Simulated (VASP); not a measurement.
Se:

```
CELL_PARAMETERS angstrom
1.39427 -4.03900 0.00000
1.39427 4.03900 0.00000
0.00000 0.00000 4.61343
ATOMIC_POSITIONS crystal
Se 0.06434 0.93566 0.25000
Se 0.93566 0.06434 0.75000
```

This isn't the form of Se at room conditions, which is trigonal, of chains.

- Program: VASP 6.6.1
- Task: single point
- Functional: PBE
- Potentials or basis: VASP PAW PBE potentials, release 64 (Se)
- Cutoff: 520 eV
- k mesh: 10 × 10 × 6
- Occupations: fermi-dirac, width 0.05 eV
- Spin: no spin polarisation

On this cell: pressure 1.6 GPa; largest force 0.031 eV/Å; band gap on the k mesh none (metal or under the smearing width).

The same run follows on a disturbed copy (atoms moved at random, drawn with an rms of 0.05 Å):

```xyz
2
Lattice="1.3943 -4.0390 0.0000 1.3943 4.0390 0.0000 0.0000 0.0000 4.6134" Properties=species:S:1:pos:R:3 pbc="T T T"
Se    1.3782    3.5212    1.1520
Se    1.3689   -3.4961    3.3758
```

Question: What does the disturbed cell give?

Answer: The energy (extrapolated to zero smearing) moves by +4.4 meV/atom; pressure 1.5 GPa; largest force 0.184 eV/Å; band gap on the k mesh none (metal or under the smearing width).

Forces in eV/Å, atoms in the order of the input:
```
Se  -0.014  0.080 -0.165
Se   0.014 -0.080  0.165
```

Stress tensor (GPa, compression positive):
```
0.22 0.04 0.02
0.04 0.79 0.42
0.02 0.42 3.62
```
